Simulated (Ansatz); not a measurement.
# Ge: pressure against volume, part 2 of 2

How stiff is Ge, and at what volume does the pressure vanish? The cell is scaled evenly, atoms carried along, and solved with LAPW, PAW and all-electron datasets made for the crystal.

Ansatz 0.2.0; DFT PBE; a cell built from a prototype (fcc type), not taken from measurement. «Crystal datasets» are all-electron PAW datasets made for this crystal.

**7. Volume × 1.03, LAPW**

This is Ge in the fcc structure; at room conditions it is diamond.

input.yaml

```yaml
crystal:
  lattice:
    - [0.0, 2.1605055718, 2.1605055718]
    - [2.1605055718, 0.0, 2.1605055718]
    - [2.1605055718, 2.1605055718, 0.0]
  atoms:
    - { symbol: Ge, position: [0.0, 0.0, 0.0] }
kpoints:
  mp_grid: { grid: [16, 16, 16] }
scf:
  occupations: { method: fermi_dirac, width: 0.08 }
hamiltonian:
  xc: pbe
  pseudopotentials: { kind: all_electron, lapw: { basis_error: 0.001 } }
output:
  forces: true
  stress: true
  eigenvalues: true
```

Command:

```
$ ansatz run input.yaml --threads 1 --pin off --max-ram 2048MiB --backend cpu --events-out ev --progress --plain --runs-dir out
```

Output, shortened:

```text
LAPW: plane waves up to 6.813 Å⁻¹, error target 1.0e-3 eV per atom; small_component_spin mean_spin; Ge in spheres of 1.528 Å, 22 of its electrons in bands, Dirac shells []
[...]
Pseudopotentials: kind: all_electron
Pseudopotential: Ge, LAPW, valence charge 22, Koelling and Harmon's equation, gaussian nucleus
Functional definition: PBE
[...]
Crystal: 1 atoms, lattice volume = 20.170 Å³
Basis set: ecut = 176.86365464048836 eV, 113 PW (Γ), exchange–correlation at level 2
Bands: 15, of which v1, the nominal top of the filled ones, is band 11 counted from 1 (10 counted from 0)
Symmetry: 48 space group operations
Space group: Fm-3m (ITA 225), of the structure as read, at distance tolerance 2.7e-5 Å
k-points: 145 of 4096
[...]
SCF iter   1: F=—  HF=-57115.990471 eV  |F-HF|=—  |Δ(HF+E_count)|=         —  Δρ=4.94e-3  dr2=3.04e-3  ethr=1.37e-5  ⟨swp⟩=3.8  Hψ=15500  notcnv=0
[...]
SCF iter   5: F=-57115.979622 eV  HF=-57115.979622 eV  |F-HF|=1.40e-8  |Δ(HF+E_count)|=   5.72e-6  Δρ=9.30e-6  dr2=1.55e-8  ethr=8.98e-8  ⟨swp⟩=2.0  Hψ=6250  notcnv=0
[...]
SCF converged after 5 iterations
Free energy (F): -57115.979622 eV
[...]
E sigma→0 (E₀):  -57115.974133 eV
Entropy (-TS):   -0.010978 eV (-10.978 meV/atom)
Fermi energy:    11.801150 eV
[...]
--- Forces (eV/Å), atoms counted from 1 ---
  atom   1  Ge    -0.00000000    -0.00000000     0.00000000
[...]
--- Stress (GPa, compression-positive) ---
       -1.787170       0.000000       0.000000
        0.000000      -1.787170       0.000000
        0.000000       0.000000      -1.787170
  P = ⅓ Tr σ = -1.7872 GPa (-17.872 kbar)
--- Band table (eV; the first three rows and the last of 145) ---
  k-point 0: bands = ["-152.0911", "-99.2207", "-99.2207", "-99.2207", "-13.0012", "-13.0012", "-13.0012", "-12.9618", "-12.9618", "-0.9152", "20.0788", "20.0788", "20.0788", "25.2730", "25.2730"]
[...]
```

Wall time 19 s (1 thread, shared host).

Result: pressure -1.79 GPa; no gap.

**8. Volume × 1.03, PAW**

Changes to input.yaml since step 7:

```diff
@@ -13,3 +13,3 @@
   xc: pbe
-  pseudopotentials: { kind: all_electron, lapw: { basis_error: 0.001 } }
+  pseudopotentials: { kind: paw }
 output:
@@ -18 +18,2 @@
   eigenvalues: true
+  efg: { contact_densities: true }
```

Command:

```
$ ansatz run input.yaml --threads 1 --pin off --max-ram 2048MiB --backend cpu --events-out ev --progress --plain --runs-dir out
```

Output, shortened:

```text
[...]
[... 3 set-up lines as earlier in the session ...]
[...]
Crystal: 1 atoms, lattice volume = 20.170 Å³
Basis set: ecut = 420 eV, 411 PW (Γ), exchange–correlation on 48×48×48 points (8 copies of the dense FFT grid, shifted against one another)
Bands: 11, of which v1, the nominal top of the filled ones, is band 7 counted from 1 (6 counted from 0)
[... 2 set-up lines as earlier in the session ...]
k-points: 145 of 4096
[...]
SCF iter   1: F=—  HF=-4294.655269 eV  |F-HF|=—  |Δ(HF+E_count)|=         —  Δρ=7.60e-4  dr2=1.11e-4  ethr=1.77e-3  ⟨swp⟩=5.1  Hψ=9067  notcnv=0
[...]
SCF iter   6: F=-4294.655121 eV  HF=-4294.655121 eV  |F-HF|=4.98e-10  |Δ(HF+E_count)|=   2.06e-8  Δρ=1.06e-6  dr2=2.66e-10  ethr=3.35e-10  ⟨swp⟩=2.3  Hψ=5306  notcnv=0
[...]
SCF converged after 6 iterations
Free energy (F): -4294.655121 eV
[...]
E sigma→0 (E₀):  -4294.649631 eV
Entropy (-TS):   -0.010979 eV (-10.979 meV/atom)
Fermi energy:    10.229862 eV
[...]
--- Forces (eV/Å), atoms counted from 1 ---
  atom   1  Ge    -0.00000000    -0.00000000    -0.00000000
[...]
--- Stress (GPa, compression-positive) ---
       -1.816256      -0.000000       0.000000
        0.000000      -1.816256       0.000000
        0.000000       0.000000      -1.816256
  P = ⅓ Tr σ = -1.8163 GPa (-18.163 kbar)
--- PAW observables at the nuclei: V_zz in 10²¹ V/m², potentials from the cell's mean, atoms counted from 1 ---
  atom   1  Ge V_zz =    -0.000000   η = 0.0000   by run symmetry: forbidden
            electrostatic potential = -4323.209002 V   contact ρ = 210292.645458 e/Å³
--- Band table (eV; the first three rows and the last of 145) ---
  k-point 0: bands = ["-14.5621", "-14.5621", "-14.5621", "-14.5225", "-14.5225", "-2.4868", "18.5069", "18.5069", "18.5069", "23.7084", "23.7084"]
[...]
```

Run time: 7.6 s. Hardware: 1 thread, shared host.

In short: pressure -1.82 GPa; no gap.

**9. Volume × 1.06, LAPW**

input.yaml

```yaml
crystal:
  lattice:
    - [0.0, 2.1812809383, 2.1812809383]
    - [2.1812809383, 0.0, 2.1812809383]
    - [2.1812809383, 2.1812809383, 0.0]
  atoms:
    - { symbol: Ge, position: [0.0, 0.0, 0.0] }
kpoints:
  mp_grid: { grid: [16, 16, 16] }
scf:
  occupations: { method: fermi_dirac, width: 0.08 }
hamiltonian:
  xc: pbe
  pseudopotentials: { kind: all_electron, lapw: { basis_error: 0.001 } }
output:
  forces: true
  stress: true
  eigenvalues: true
```

Command:

```
$ ansatz run input.yaml --threads 1 --pin off --max-ram 2048MiB --backend cpu --events-out ev --progress --plain --runs-dir out
```

Output, shortened:

```text
LAPW: plane waves up to 6.723 Å⁻¹, error target 1.0e-3 eV per atom; small_component_spin mean_spin; Ge in spheres of 1.542 Å, 22 of its electrons in bands, Dirac shells []
[...]
[... 3 set-up lines as earlier in the session ...]
[...]
Crystal: 1 atoms, lattice volume = 20.757 Å³
Basis set: ecut = 172.21858554264998 eV, 113 PW (Γ), exchange–correlation at level 2
Bands: 15, of which v1, the nominal top of the filled ones, is band 11 counted from 1 (10 counted from 0)
[... 2 set-up lines as earlier in the session ...]
k-points: 145 of 4096
[...]
SCF iter   1: F=—  HF=-57115.980716 eV  |F-HF|=—  |Δ(HF+E_count)|=         —  Δρ=4.81e-3  dr2=2.99e-3  ethr=1.34e-5  ⟨swp⟩=3.7  Hψ=15435  notcnv=0
[...]
SCF iter   5: F=-57115.970238 eV  HF=-57115.970238 eV  |F-HF|=1.89e-8  |Δ(HF+E_count)|=   7.59e-6  Δρ=1.09e-5  dr2=2.22e-8  ethr=1.03e-7  ⟨swp⟩=2.0  Hψ=6250  notcnv=0
[...]
SCF converged after 5 iterations
Free energy (F): -57115.970238 eV
[...]
E sigma→0 (E₀):  -57115.964558 eV
Entropy (-TS):   -0.011360 eV (-11.360 meV/atom)
Fermi energy:    11.351151 eV
[...]
--- Forces (eV/Å), atoms counted from 1 ---
  atom   1  Ge    -0.00000000    -0.00000000     0.00000000
[...]
--- Stress (GPa, compression-positive) ---
       -3.282560       0.000000      -0.000000
        0.000000      -3.282560       0.000000
       -0.000000       0.000000      -3.282560
  P = ⅓ Tr σ = -3.2826 GPa (-32.826 kbar)
--- Band table (eV; the first three rows and the last of 145) ---
  k-point 0: bands = ["-152.5392", "-99.6687", "-99.6687", "-99.6687", "-13.4442", "-13.4442", "-13.4442", "-13.4083", "-13.4083", "-1.1392", "19.3699", "19.3699", "19.3699", "24.6517", "24.6517"]
[...]
```

Wall time 19 s (1 thread, shared host).

In short: pressure -3.28 GPa; no gap.

**10. Volume × 1.06, PAW**

Changes to input.yaml since step 9:

```diff
@@ -13,3 +13,3 @@
   xc: pbe
-  pseudopotentials: { kind: all_electron, lapw: { basis_error: 0.001 } }
+  pseudopotentials: { kind: paw }
 output:
@@ -18 +18,6 @@
   eigenvalues: true
+  efg: { contact_densities: true }
+  write_density: true
+  write_potential: true
+  elf: true
+  volumetric_format: npy
```

Command:

```
$ ansatz run input.yaml --threads 1 --pin off --max-ram 2048MiB --backend cpu --events-out ev --progress --plain --runs-dir out
```

Output, shortened:

```text
[...]
[... 3 set-up lines as earlier in the session ...]
[...]
Crystal: 1 atoms, lattice volume = 20.757 Å³
Basis set: ecut = 420 eV, 411 PW (Γ), exchange–correlation on 48×48×48 points (8 copies of the dense FFT grid, shifted against one another)
Bands: 11, of which v1, the nominal top of the filled ones, is band 7 counted from 1 (6 counted from 0)
[... 2 set-up lines as earlier in the session ...]
k-points: 145 of 4096
[...]
SCF iter   1: F=—  HF=-4294.645808 eV  |F-HF|=—  |Δ(HF+E_count)|=         —  Δρ=7.11e-4  dr2=1.05e-4  ethr=1.77e-3  ⟨swp⟩=5.1  Hψ=9077  notcnv=0
[...]
SCF iter   6: F=-4294.645642 eV  HF=-4294.645642 eV  |F-HF|=1.29e-10  |Δ(HF+E_count)|=   1.05e-7  Δρ=1.21e-6  dr2=3.69e-10  ethr=7.14e-10  ⟨swp⟩=8.1  Hψ=10118  notcnv=0
[...]
SCF converged after 6 iterations
Free energy (F): -4294.645642 eV
[...]
E sigma→0 (E₀):  -4294.639960 eV
Entropy (-TS):   -0.011362 eV (-11.362 meV/atom)
Fermi energy:    9.824579 eV
[...]
--- Forces (eV/Å), atoms counted from 1 ---
  atom   1  Ge    -0.00000000    -0.00000000    -0.00000000
[...]
--- Stress (GPa, compression-positive) ---
       -3.309454      -0.000000       0.000000
        0.000000      -3.309454      -0.000000
       -0.000000       0.000000      -3.309454
  P = ⅓ Tr σ = -3.3095 GPa (-33.095 kbar)
--- PAW observables at the nuclei: V_zz in 10²¹ V/m², potentials from the cell's mean, atoms counted from 1 ---
  atom   1  Ge V_zz =    +0.000000   η = 0.0000   by run symmetry: forbidden
            electrostatic potential = -4322.752773 V   contact ρ = 210293.278628 e/Å³
--- Band table (eV; the first three rows and the last of 145) ---
  k-point 0: bands = ["-14.9608", "-14.9608", "-14.9608", "-14.9247", "-14.9247", "-2.6660", "17.8428", "17.8428", "17.8428", "23.1319", "23.1319"]
[...]
```

Wall time 10 s (1 thread, shared host).

Read from it: pressure -3.31 GPa; no gap.

**11. Volume × 1.06, crystal datasets**

Changes to input.yaml since step 10:

```diff
@@ -13,3 +13,3 @@
   xc: pbe
-  pseudopotentials: { kind: paw }
+  pseudopotentials: { kind: all_electron, datasets: crystal }
 output:
@@ -19,5 +19 @@
   efg: { contact_densities: true }
-  write_density: true
-  write_potential: true
-  elf: true
-  volumetric_format: npy
```

Command:

```
$ ansatz run input.yaml --threads 1 --pin off --max-ram 2048MiB --backend cpu --events-out ev --progress --plain --runs-dir out
```

Output, shortened:

```text
[...]
[... 3 set-up lines as earlier in the session ...]
[...]
Crystal: 1 atoms, lattice volume = 20.757 Å³
Basis set: ecut = 140 eV, 65 PW (Γ), exchange–correlation on 30×30×30 points (8 copies of the dense FFT grid, shifted against one another)
Bands: 6, of which v1, the nominal top of the filled ones, is band 2 counted from 1 (1 counted from 0)
[... 2 set-up lines as earlier in the session ...]
k-points: 145 of 4096
[...]
SCF iter   1: F=—  HF=-57115.972596 eV  |F-HF|=—  |Δ(HF+E_count)|=         —  Δρ=1.01e-2  dr2=2.29e-2  ethr=6.78e-4  ⟨swp⟩=3.6  Hψ=6278  notcnv=0
[...]
Fermi energy:    11.351187 eV
[...]
  The terms above E_closure are by the made datasets' own strengths, without shells solved beside the bands.
--- Forces (eV/Å), atoms counted from 1 ---
  atom   1  Ge    -0.00000000     0.00000000    -0.00000000
[...]
--- Stress (GPa, compression-positive) ---
       -3.286292       0.000000      -0.000000
        0.000000      -3.286292      -0.000000
       -0.000000       0.000000      -3.286292
  P = ⅓ Tr σ = -3.2863 GPa (-32.863 kbar)
  It holds what live shells' own plane waves past their cutoff add
--- PAW observables at the nuclei: V_zz in 10²¹ V/m², potentials from the cell's mean, atoms counted from 1 ---
  atom   1  Ge V_zz =    -0.000000   η = 0.0000   by run symmetry: forbidden
            electrostatic potential = -4322.723019 V   contact ρ = 210363.335205 e/Å³
--- Band table (eV; the first three rows and the last of 145) ---
  k-point 0: bands = ["-1.1391", "19.3703", "19.3703", "19.3703", "24.6518"]
[...]
```

It took 17 s on 1 thread, shared host.

This run gives: pressure -3.29 GPa; no gap.

**12. Fits**

The rows at scale 1 come from earlier runs of the unscaled cell with the same settings.

| method | volume (Å³/atom) | F above the lowest (meV/atom) | pressure (GPa) |
| --- | --- | --- | --- |
| LAPW | 18.417 | 15.3 | 4.44 |
| LAPW | 18.995 | 3.7 | 2.07 |
| LAPW | 19.582 | 0.0 | -0.01 |
| LAPW | 20.170 | 3.4 | -1.79 |
| LAPW | 20.757 | 12.8 | -3.28 |
| PAW | 18.417 | 15.1 | 4.41 |
| PAW | 18.995 | 3.5 | 2.03 |
| PAW | 19.582 | 0.0 | -0.04 |
| PAW | 20.170 | 3.5 | -1.82 |
| PAW | 20.757 | 13.0 | -3.31 |
| crystal datasets | 18.417 | – | 4.44 |
| crystal datasets | 19.582 | – | -0.02 |
| crystal datasets | 20.757 | – | -3.29 |

**13. What came out**

This closing draws on all 2 parts.

| quantity | value |
| --- | --- |
| equilibrium volume (LAPW) | 19.578 Å³/atom |
| bulk modulus (LAPW) | 64 GPa |
| its pressure derivative (LAPW) | 4.3 |
| equilibrium volume (PAW) | 19.569 Å³/atom |
| bulk modulus (PAW) | 64 GPa |
| its pressure derivative (PAW) | 4.3 |

In words: A third-order Birch-Murnaghan fit to the LAPW pressures puts zero pressure at 19.58 Å³/atom, less than 0.1 % from the given cell, with a bulk modulus of 64 GPa. PAW's volume lies -0.05 % and its modulus +0.1 % from LAPW's. No thermal or zero-point expansion is included.
